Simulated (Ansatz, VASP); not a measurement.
# TaN in VASP and in Ansatz

```
CELL_PARAMETERS angstrom
2.84695 0.00000 0.00000
-1.42348 2.46553 0.00000
0.00000 0.00000 3.02830
ATOMIC_POSITIONS crystal
Ta 0.33333 0.66667 0.50000
N 0.00000 0.00000 0.00000
```

Alike in both runs: task single point; functional PBEsol; k mesh 21 × 21 × 18; occupations gaussian, width 0.15 eV; no spin polarisation.

|  | VASP | Ansatz |
| --- | --- | --- |
| version | VASP 6.6.1 | Ansatz 0.2.0 |
| potentials or method | VASP PAW PBE potentials, release 64 (Ta_pv, N) | scalar-relativistic, plane waves, PAW |
| plane-wave cutoff (eV) | 520 | 520 |
| valence electrons in the cell | 16 | 18 |

|  | VASP | Ansatz | Ansatz less VASP |
| --- | --- | --- | --- |
| gap on the k mesh at the Fermi level (eV) | none | none | - |
| pressure (GPa) | -0.1 | -0.9 | -0.82 |
| largest component of the traceless stress (GPa) | 34.17 | 34.28 | +0.111 |

A gap of «none» marks a metal or a gap that the smearing closes. With one functional, cell and mesh, what is left measures potentials, basis and numerics. The two sets of potentials don't hold the same shells in valence.

Caveats: the PAW data sets were made with another functional, which shifts forces and pressure a little (VASP). Spin-orbit coupling is left out, which matters for the levels of Ta.
